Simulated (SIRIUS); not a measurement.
Crystal: Os.

```
CELL_PARAMETERS angstrom
2.73410 0.00000 0.00000
-1.36705 2.36780 0.00000
0.00000 0.00000 4.31970
ATOMIC_POSITIONS crystal
Os 0.65888 0.31974 0.75917
Os 0.32855 0.66495 0.24603
```

The cell isn't the ideal one: atoms moved at random.

| Property | Result |
| --- | --- |
| Program | SIRIUS 7.12.0 |
| Task | relaxation of the atoms |
| Functional | PBE |
| Potentials or basis | all-electron FP-LAPW |
| Cutoff | 225 eV |
| Basis | apw+lo standard |
| k mesh | 7 × 7 × 4 |
| Occupations | fermi-dirac, width 0.05 eV |
| Spin | no spin polarisation |

At the start: volume 13.98 Å³/atom.

Q: Where does the relaxation end?

A: Over 6 steps the energy falls by 12.8 meV/atom; space group P6_3/mmc (No. 194, to 0.05 Å).

The path:
```csv
step,energy change (eV),largest force (eV/Å)
1,0.0000,0.8487
2,-0.0161,0.4962
3,-0.0252,0.0819
4,-0.0254,0.0574
5,-0.0256,0.0364
6,-0.0256,0.0137
```

Final structure:
```xyz
2
Lattice="2.7341 0.0000 0.0000 -1.3670 2.3678 0.0000 0.0000 0.0000 4.3197" Properties=species:S:1:pos:R:3 pbc="T T T"
Os    1.3603    0.7710    3.2505
Os   -0.0067    1.5606    1.0916
```

Caveat: the k mesh is coarse (spacing up to 0.38 Å⁻¹), so the values aren't converged.
